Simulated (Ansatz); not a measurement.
**Calculation log, LiF (Fm-3m) (elastic constants by finite strains)**

The sound run that this one varies used r²SCAN, all-electron LAPW in Ansatz 0.2.0, scalar-relativistic.

Command:

```sh
ansatz run input.yaml --threads 1 --pin off --max-ram 2560MiB --backend cpu --events-out ev --progress --plain --runs-dir out
```

Input file:

```yaml
crystal:
  lattice:
    - [0.0, 1.99489898556, 1.99489898556]
    - [1.99489898556, 0.0, 1.99489898556]
    - [1.99489898556, 1.99489898556, 0.0]
  atoms:
    - { symbol: Li, position: [0.0, 0.0, 0.0] }
    - { symbol: F, position: [0.5, 0.5, 0.5] }
kpoints:
  mp_grid: { grid: [10, 10, 10] }
scf:
  occupations: { method: fixed }
  max_iter: 75
hamiltonian:
  xc: r2scan
  pseudopotentials: { kind: all_electron, lapw: { basis_error: 0.001 } }
  hubbard: { sites: [{ species: Li, l: f, u_eff: 30.0 }] }
elastic:
  mode: relaxed_ion
  stencil: four_point
  amplitude: 0.008
```

One thing in this input is wrong on purpose: a U on a shell that isn't there.  Changed keys: hamiltonian.hubbard, scf.max_iter.

Output (shortened where marked):

```
Error: invalid value for `hamiltonian.pseudopotentials.projection_atoms`: `1s2 2s1 4f0` of Li: PBE doesn't bind the shell 4f of the free atom, whose level lies at +0.99 eV. Type another configuration
```

The program refused the input.

Time and hardware: 0.18 s on 1 thread of Arm Neoverse V1 (shared host), peak memory 0.059 GiB.
